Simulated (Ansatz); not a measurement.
# (10−10) slab of wurtzite MgTe, 21.1 Å thick as cut, bare faces

Theory: Ansatz 0.2.0, DFT, PBEsol, PAW, plane waves.

Command:

```sh
ansatz run in.yaml --threads 8 --pin off --max-ram 118750MiB --runs-dir r --events-out ev --progress --plain --backend cuda --devices 0,
```

The input less its lattice and atoms:

```yaml
kpoints:
  mp_grid: { grid: [4, 6, 1] }
hamiltonian:
  xc: pbesol
scf:
  occupations: { method: fermi_dirac, width: 0.01 }
relax:
  f_tol: 0.03
  max_steps: 80
  escape_saddle: false
  adjacent_minimum: "off"
output:
  forces: true
  eigenvalues: true
  populations: true
```

Start:

```xyz
24
Lattice="0.0000 0.0000 7.4135 4.5612 0.0000 0.0000 0.0000 34.0674 0.0000" Properties=species:S:1:pos:R:3 pbc="T T T"
Mg    2.2932    6.4507    3.7228
Mg    0.0032   10.4544    3.6867
Mg    2.2801   14.4025    3.7065
Mg    4.5516   18.3331    3.7201
Mg    2.2783   22.2913    3.7251
Mg    4.5219   26.2605    3.6978
Mg    0.0026    7.8079    7.4019
Mg    2.2737   11.7449    0.0236
Mg    4.5563   15.7516    7.3809
Mg    2.2639   19.6849    0.0050
Mg    0.0103   23.6347    7.3880
Mg    2.2778   27.5936    7.3846
Te    0.0048    7.7936    2.7768
Te    2.2509   11.7861    2.7878
Te    0.0141   15.7225    2.7812
Te    2.2801   19.6487    2.8129
Te    0.0041   23.6221    2.7812
Te    2.2550   27.5468    2.7840
Te    2.2770    6.5423    6.4966
Te    4.5195   10.5007    6.4829
Te    2.3030   14.3988    6.5238
Te    0.0582   18.3458    6.4842
Te    2.2638   22.3212    6.4900
Te    0.0296   26.2423    6.4951
```

Steps:

```json
{"step": "start", "energy less the first (eV)": "0.000", "largest force component (eV/Å)": "0.892"}
{"step": "1", "energy less the first (eV)": "-0.535", "largest force component (eV/Å)": "0.498"}
{"step": "2", "energy less the first (eV)": "-0.787", "largest force component (eV/Å)": "0.303"}
{"step": "3", "energy less the first (eV)": "-0.908", "largest force component (eV/Å)": "0.179"}
{"step": "4", "energy less the first (eV)": "-0.959", "largest force component (eV/Å)": "0.078"}
{"step": "5", "energy less the first (eV)": "-0.967", "largest force component (eV/Å)": "0.025"}
```

A structure on the way, about -0.79 eV from the start:

```xyz
24
Lattice="0.0000 0.0000 7.4135 4.5612 0.0000 0.0000 0.0000 34.0674 0.0000" Properties=species:S:1:pos:R:3 pbc="T T T"
Mg    2.2869    6.7944    3.9007
Mg    4.5491   10.4256    3.7100
Mg    2.2853   14.3925    3.7135
Mg    4.5592   18.3402    3.7053
Mg    2.2806   22.2999    3.6914
Mg    4.5371   26.3158    3.5440
Mg    4.5597    7.7667    7.2546
Mg    2.2611   11.7659    7.4058
Mg    0.0081   15.7351    7.4029
Mg    2.2975   19.6895    0.0056
Mg    4.5589   23.6437    0.0082
Mg    2.2897   27.2701    0.1860
Te    0.0060    7.7582    2.6889
Te    2.2702   11.7442    2.7900
Te    0.0038   15.7052    2.7873
Te    2.2786   19.6547    2.7988
Te    4.5597   23.6086    2.7903
Te    2.2577   27.7012    2.8223
Te    2.2796    6.3756    6.5435
Te    4.5440   10.4708    6.4945
Te    2.2866   14.4114    6.5047
Te    0.0124   18.3708    6.4980
Te    2.2801   22.3365    6.4918
Te    0.0050   26.3048    6.3878
```

End:

```xyz
24
Lattice="0.0000 0.0000 7.4135 4.5612 0.0000 0.0000 0.0000 34.0674 0.0000" Properties=species:S:1:pos:R:3 pbc="T T T"
Mg    2.2790    7.1996    4.1703
Mg    4.5581   10.5133    3.6465
Mg    2.2791   14.4299    3.6494
Mg    4.5596   18.3774    3.6462
Mg    2.2778   22.3499    3.6166
Mg    4.5599   26.3852    3.5930
Mg    4.5587    7.6885    7.3021
Mg    2.2773   11.7239    7.3249
Mg    4.5605   15.6961    7.3531
Mg    2.2802   19.6435    7.3557
Mg    4.5603   23.5598    7.3513
Mg    2.2810   26.8736    0.4605
Te    4.5596    7.8559    2.7571
Te    2.2775   11.8040    2.7125
Te    4.5597   15.7430    2.7328
Te    2.2790   19.6984    2.7330
Te    4.5583   23.6891    2.7315
Te    2.2794   27.8119    2.9537
Te    2.2781    6.2617    6.6635
Te    4.5579   10.3844    6.4404
Te    2.2799   14.3751    6.4403
Te    4.5607   18.3305    6.4393
Te    2.2795   22.2692    6.4178
Te    0.0004   26.2174    6.4612
```

Self-consistency was reached.

Time: 23 s of wall time on one NVIDIA GB300 with 8 processor threads, on a host shared with other runs; peak host memory 2.7 GiB.

Question: How much energy did the relaxation gain, and which atom moved most?

Answer: 0.97 eV in 5 steps, from a start with small random displacements; atom 1 (Mg) moved 0.87 Å, the median atom 0.09 Å (drift of the whole cell removed).
